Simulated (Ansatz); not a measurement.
As: frozen-core PAW against all-electron methods

```xyz
4
Lattice="1.8250 -5.5000 0.0000 1.8250 5.5000 0.0000 0.0000 0.0000 4.4700" Properties=species:S:1:pos:R:3 pbc="T T T"
As    1.8250    4.2900    4.2018
As    1.8250   -1.2100    2.5032
As    1.8250   -4.2900    0.2682
As    1.8250    1.2100    1.9668
```

Atom numbers follow the list: As1, As2, As3, As4.

The cell is COD entry 9013006, as deposited and not checked against the literature; nothing was relaxed.

Levels of theory: DFT, PBE, PAW with Ansatz's default frozen-core files, scalar-relativistic (Ansatz 0.2.0); DFT, PBE, all-electron LAPW, scalar-relativistic (Ansatz 0.2.0).

For PAW: a Γ-centred 10×10×8 k mesh, Fermi–Dirac smearing of 0.05 eV, cutoff 420 eV, no spin polarisation. LAPW targets a basis error of 1 meV/atom. The Ansatz runs share mesh, smearing and spin set-up. Plane-wave (PAW) pressures include the program's estimate of the Pulay term.

Stress and pressure are positive in compression.

Levels count from the Fermi level.

PAW results:

| quantity | PAW |
| --- | --- |
| pressure (GPa) | 2.98 |
| stress xx (GPa) | 3.83 |
| stress yy (GPa) | 2.89 |
| stress zz (GPa) | 2.21 |
| force on As1, y (eV/Å) | -0.122 |
| highest filled level at E0 (eV) | -1.939 |
| lowest empty level at E0 (eV) | 2.247 |
| highest filled level at T (eV) | -1.121 |
| lowest empty level at T (eV) | 1.454 |
| highest filled level at Y (eV) | -0.367 |
| lowest empty level at Y (eV) | 0.080 |

What does LAPW (all electrons) give for the same quantities?


```json
{"quantity": "pressure (GPa)", "LAPW": "2.98"}
{"quantity": "stress xx (GPa)", "LAPW": "3.85"}
{"quantity": "stress yy (GPa)", "LAPW": "2.88"}
{"quantity": "stress zz (GPa)", "LAPW": "2.22"}
{"quantity": "force on As1, y (eV/Å)", "LAPW": "-0.120"}
{"quantity": "highest filled level at E0 (eV)", "LAPW": "-1.940"}
{"quantity": "lowest empty level at E0 (eV)", "LAPW": "2.250"}
{"quantity": "highest filled level at T (eV)", "LAPW": "-1.118"}
{"quantity": "lowest empty level at T (eV)", "LAPW": "1.456"}
{"quantity": "highest filled level at Y (eV)", "LAPW": "-0.365"}
{"quantity": "lowest empty level at Y (eV)", "LAPW": "0.079"}
```
